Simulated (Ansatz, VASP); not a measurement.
Given: the input of a run of Ansatz 0.2.0 on Ru.

The input input.yaml:

```yaml
crystal:
  lattice:
    - [2.650564093, 0.0, 0.0]
    - [-1.3252820465, 2.2954558389, 0.0]
    - [0.0, 0.0, 4.1944897589]
  atoms:
    - { symbol: Ru, position: [0.6666666667, 0.3333333333, 0.75] }
    - { symbol: Ru, position: [0.3333333333, 0.6666666667, 0.25] }
kpoints:
  mp_grid: { grid: [11, 11, 6] }
scf:
  occupations: { method: fermi_dirac, width: 0.05 }
hamiltonian:
  xc: pbesol
  pseudopotentials: { kind: all_electron, lapw: { basis_error: 0.001 } }
output:
  forces: true
  stress: true
  eigenvalues: true
```

Potentials or basis: all-electron LAPW, scalar-relativistic.

Launch:

```bash
$ ansatz run input.yaml --threads 1 --pin off --max-ram 3072MiB --backend cpu --events-out ev --progress --plain --runs-dir out
```

Q: Translate it to VASP 6.6.1. Potentials there: VASP PAW PBE potentials, release 64 (Ru_pv).

A: As run (the cutoff follows the program's own potentials):

The input INCAR:

```
ALGO = Normal
EDIFF = 1E-6
ENCUT = 520
GGA = PS
ISIF = 2
ISMEAR = -1
LASPH = True
LCHARG = False
LREAL = False
LWAVE = False
NBANDS = 21
NELM = 80
PREC = Accurate
SIGMA = 0.05
```

The input KPOINTS:

```
k-points
0
Gamma
  11 11 6
```

Contents of POSCAR:

```
Ru
1.0
    2.6505640930      0.0000000000      0.0000000000
   -1.3252820465      2.2954558389      0.0000000000
    0.0000000000      0.0000000000      4.1944897589
Ru
2
Direct
    0.6666666667      0.3333333333      0.7500000000
    0.3333333333      0.6666666667      0.2500000000
```

Potentials or basis: VASP PAW PBE potentials, release 64 (Ru_pv).

Command:

```bash
$ cat potpaw_PBE.64/Ru_pv/POTCAR > POTCAR
$ mpirun -np 1 vasp_std > vasp.out
```

Both were run:

|  | VASP | Ansatz | Ansatz less VASP |
| --- | --- | --- | --- |
| gap on the k mesh at the Fermi level (eV) | none | none | - |
| pressure (GPa) | 16.7 | 16.6 | -0.09 |
| largest component of the traceless stress (GPa) | 0.64 | 0.61 | -0.031 |

A gap of «none» marks a metal or a gap that the smearing closes. Ansatz ran all-electron here, so the differences hold the error of VASP's frozen core and of both bases.

Caveats: so large a pressure means that the cell lies far from this level's equilibrium, or that cutoff or potentials fall short (VASP); the potentials were made for another functional, which shifts forces and pressure (VASP).
